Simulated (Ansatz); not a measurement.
TiO2 on the sites of the cubic fluorite structure (relaxed group Fm-3m) was relaxed with 3 functionals in Ansatz 0.2.0, cell and atoms free, the symmetry of the start kept (meshes: PBE 8×8×8, r2SCAN 8×8×8, PBEsol 8×8×8). The calculation is spin-unpolarised, and the structure need not be a phase that has been made.

The PBEsol result:
```cif
data_structure
_symmetry_space_group_name_H-M 'P 1'
_symmetry_Int_Tables_number 1
_cell_length_a 3.3781
_cell_length_b 3.3781
_cell_length_c 3.3781
_cell_angle_alpha 60.000
_cell_angle_beta 60.000
_cell_angle_gamma 60.000
_cell_volume 27.26
loop_
_atom_site_label
_atom_site_type_symbol
_atom_site_fract_x
_atom_site_fract_y
_atom_site_fract_z
_atom_site_occupancy
Ti1 Ti 0.00000 0.00000 0.00000 1
O1 O 0.75000 0.75000 0.75000 1
O2 O 0.25000 0.25000 0.25000 1
```

It is cubic, Fm-3m (No. 225); conventional cell a = 4.777 Å, 9.09 Å³ an atom. Around Ti lie 8 O at 2.07 Å; around O lie 4 Ti at 2.07 Å.

(1) Order the functionals by the relaxed volume, smallest first.
A. r2SCAN
B. PBEsol
C. PBE

(2) What lattice does PBE give?

(3) What lattice does r2SCAN give?

(4) Held at the r2SCAN cell, what mean stress does PBE find, and does its sign point to its own minimum?

Results:

(1) B (9.09 Å³/atom), A (9.18 Å³/atom), C (9.39 Å³/atom).

(2) a = 4.830 Å; the volume differs by +3.3 % from PBEsol's. Around Ti lie 8 O at 2.09 Å; around O lie 4 Ti at 2.09 Å.

(3) a = 4.794 Å; the volume differs by +1.0 % from PBEsol's. Ti has 8 O at 2.08 Å; O has 4 Ti at 2.08 Å.

(4) Yes. PBE +5.90 GPa, and its relaxed volume is +2.3 % from r2SCAN's. Compression counts positive, so a positive stress asks for a larger cell.
